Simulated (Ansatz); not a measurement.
## SiO2: gradients before and after relaxing the atoms

Start: an entry of the Crystallography Open Database (COD).

Space group P2_13 (No. 198); a = 7.1600 Å.

```csv
site,Wyckoff,site symmetry,x,y,z
Si1,4a,.3.,0.2550,0.2550,0.2550
Si5,4a,.3.,0.9920,0.9920,0.9920
O9,4a,.3.,0.1250,0.1250,0.1250
O13,12b,1,0.6600,0.6600,0.0620
```

One atom of each set is listed.

Computed with Ansatz: DFT, PBE, plane waves and PAW, scalar-relativistic, 420 eV cutoff, Γ-centred 4×4×4 k-points, Fermi–Dirac smearing 0.02 eV.

The largest force at the start is 3.5 eV/Å. Relaxing the ions at fixed cell moves them by 0.354 Å at most (atom 6, Si) and 0.272 Å rms. End positions:

Si1 (0.2807, 0.2807, 0.2807)
Si5 (0.0206, 0.0206, 0.0206)
O9 (0.1505, 0.1505, 0.1505)
O13 (0.6398, 0.6616, 0.0434)

```json
{"site": "Si1", "moved (Å)": "0.319", "first shell before": "4 O at 1.60–1.61 Å", "first shell after": "4 O at 1.61–1.62 Å", "V_zz before (10²¹ V/m²)": "-1.82", "η before": "0.00"}
{"site": "Si5", "moved (Å)": "0.354", "first shell before": "4 O at 1.65–1.67 Å", "first shell after": "4 O at 1.61–1.62 Å", "V_zz before (10²¹ V/m²)": "2.83", "η before": "0.00"}
{"site": "O9", "moved (Å)": "0.317", "first shell before": "2 Si at 1.61–1.65 Å, angle 180°", "first shell after": "2 Si at 1.61 Å, angle 180°", "V_zz before (10²¹ V/m²)": "10.84", "η before": "0.00"}
{"site": "O13", "moved (Å)": "0.197", "first shell before": "2 Si at 1.60–1.67 Å, angle 138°", "first shell after": "2 Si at 1.62 Å, angle 146°", "V_zz before (10²¹ V/m²)": "9.37", "η before": "0.61"}
```

(1) How do the gradients change?

Answers

(1) 

```
site  V_zz after  η after  change of V_zz
 Si1        0.40     0.00           +2.22
 Si5       -0.15     0.00           -2.98
  O9       10.60     0.00           -0.24
 O13        9.68     0.18           +0.31
```

The largest change of V_zz is on Si5, from 2.83 to -0.15. The whole tensor moves most on O13, by 7.79 along its most changed direction. In per cent, |V_zz| changes by -2 to +3 on O (all sites that start above 0.5, bar those whose gradient vanishes or changes sign or whose main axis turns by over 40°). Where |V_zz| stays above 0.1, η moves most on O13, from 0.61 to 0.18. V_zz changes sign on Si5 (same axis), Si1 (same axis). Forces this large mark an entry whose positions are poorly determined or wrongly transcribed.

Before: The database positions are far from the calculated equilibrium, so these values describe the entry as written and may be far from the real compound's.
After: The database positions were far from equilibrium, so the relaxed structure may not be the compound's real one.
